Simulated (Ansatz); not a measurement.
The system is Yb.

```
Yb
1.0
     0.00000    2.74310    2.74310
     2.74310    0.00000    2.74310
     2.74310    2.74310    0.00000
Yb
1
Cartesian
  0.0000 0.0000 0.0000
```

```yaml
Program: Ansatz 0.2.0
Task: single point
Functional: PBEsol
Potentials_or_basis: all-electron LAPW, scalar-relativistic
Cutoff: 171 eV (chosen from the basis error)
Basis_error_allowed: 0.001 eV/atom
k_mesh: 8 × 8 × 8
Occupations: fermi-dirac, width 0.05 eV
Spin: collinear spin, ferromagnetic start
Starting_moments: "[1.0] μB"
```

On this cell: pressure -3.3 GPa; net moment 0.00 μB per cell; band gap on the k mesh none (metal or under the smearing width).

The same run follows on a disturbed copy (cell strained at random at fixed volume):

```
CELL_PARAMETERS angstrom
0.02787 2.74064 2.75688
2.75043 0.00117 2.78359
2.73047 2.74738 0.02112
ATOMIC_POSITIONS crystal
Yb 0.00540 0.01284 0.98478
```

What does the disturbed cell give?

The energy (extrapolated to zero smearing) moves by +0.8 meV/atom; pressure -3.3 GPa; net moment 0.00 μB per cell; band gap on the k mesh none (metal or under the smearing width).

Stress tensor (GPa, compression positive):
```
-3.20 -0.05 -0.27
-0.05 -3.28  0.03
-0.27  0.03 -3.34
```

Caveats: an open f shell can end in a state above the lowest; spin-orbit coupling is left out, which moves the levels of the heavy elements; the starting moments weren't kept.

The runs don't all hold the same shells in valence.
